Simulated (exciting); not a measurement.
Crystal: NaCl.

```
Cl Na
1.0
     0.00000    2.79406    2.79406
     2.79406    0.00000    2.79406
     2.79406    2.79406    0.00000
Cl Na
1 1
Direct
  0.50000 0.50000 0.50000
  0.00000 0.00000 0.00000
```

The cell is a database's computed one.

Base run:

| Item | Value |
| --- | --- |
| Program | exciting (release sodium) |
| Functional | revPBE |
| Potentials or basis | all-electron LAPW+lo, shipped species files, valence relativity iora* |
| rgkmax | 7.5 |
| k mesh | 8 × 8 × 8 |
| Occupations | fermi-dirac, width 0.05 eV |
| Spin | no spin polarisation |

Its results: band gap on the k mesh 5.52 eV, direct.

Task: The run is repeated on the same cell with these changes: functional from revPBE to PBEsol. What comes out?

Result: Band gap on the k mesh 5.05 eV, direct.

Not every run made on this cell is shown here.
